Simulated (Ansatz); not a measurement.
# Au under changes of volume

One of the cells (17.771 Å³/atom); the others are scaled copies at fixed shape and fractional positions:

```
Au
1.0
     2.90000    0.00000    0.00000
    -1.45000    2.51147    0.00000
     0.00000    0.00000    4.88000
Au
2
Direct
  0.66667 0.33333 0.25000
  0.33333 0.66667 0.75000
```

This isn't the form of Au at room conditions, which is fcc.

- Program: Ansatz 0.2.0
- Functional: PBE0
- Potentials or basis: Ansatz PAW
- Cutoff: 420 eV (not typed: the program's choice for these potentials)
- k mesh: 6 × 6 × 4
- Occupations: fermi-dirac, width 0.05 eV
- Spin: no spin polarisation

```tsv
volume (Å³/atom)	energy over the lowest point (meV/atom)	pressure (GPa)
16.705	40.31	9.9
17.060	?	?
17.416	4.63	3.7
17.771	0.00	0.5
18.127	1.80	-2.2
18.482	9.26	-4.5
18.837	21.60	-6.6
```

What does the run at 17.060 Å³/atom give?

Energy over the lowest point 16.66 meV/atom; pressure 7.2 GPa.

Worked out: A Birch-Murnaghan fit of order 3 (a polynomial in V^(-2/3)) to the other rows has its minimum at 17.84 Å³/atom with B0 = V·E''(V) = 148 GPa (rough, since the energies scatter) at fixed shape and positions, which overstates the stiffness. It gives 17.72 meV/atom at 17.060 Å³/atom, against the run's 16.66, and -dE/dV = 7.9 GPa, against 7.2.

Energies are extrapolated to zero smearing.

Caveats: all runs use coarse meshes; the PAW data sets come from PBE, with cores solved anew for the run's functional, which leaves a small shift of forces and pressure; the thresholds are loose for stress.
